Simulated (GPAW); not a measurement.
A run of GPAW 26.7.0 is set up as follows.

run.py

```python
from ase.filters import FrechetCellFilter
from ase.io import read, write
from ase.optimize import BFGS
from gpaw import GPAW, PW

atoms = read('POSCAR')

calc = GPAW(mode=PW(600),
            xc='PBE',
            kpts={'size': (8, 8, 8), 'gamma': True},
            occupations={'name': 'fermi-dirac', 'width': 0.05},
            nbands=18,
            convergence={'density': 1e-05, 'forces': 0.0001},
            maxiter=150,
            txt='gpaw.txt')
atoms.calc = calc
opt = BFGS(FrechetCellFilter(atoms), trajectory='relax.traj', logfile='-')
done = opt.run(fmax=0.02, steps=60)
calc.write('gs.gpw')
write('result.traj', atoms)
print('Converged:', done)
print('Cell:', atoms.cell.cellpar().round(4))
print('Volume:', round(atoms.get_volume(), 4))
print(atoms.get_scaled_positions().round(5))
```

File POSCAR:

```
CdS
1.0
    0.0000000000      2.7532440000      2.7532440000
    2.7532440000      0.0000000000      2.7532440000
    2.7532440000      2.7532440000      0.0000000000
Cd S
1 1
Direct
    0.0000000000      0.0000000000      0.0000000000
    0.5000000000      0.5000000000      0.5000000000
```

Potentials or basis: GPAW PAW data sets (gpaw-data 1.2.1), pw.

Command:

```sh
$ OMP_NUM_THREADS=1 python run.py
```

Question: What does it give for the space group after relaxing (to 0.05 Å)?

Answer: Fm-3m (No. 225).

Question: Predict the band gap on the k mesh.

Answer: 0.24 eV, indirect (least direct gap 1.62 eV).

Final structure:
```
CELL_PARAMETERS angstrom
0.00000 2.74405 2.74405
2.74405 0.00000 2.74405
2.74405 2.74405 0.00000
ATOMIC_POSITIONS crystal
Cd 0.00000 0.00000 0.00000
S 0.50000 0.50000 0.50000
```

Caveat: later steps reuse the first step's grids. A k mesh can miss the band edges.
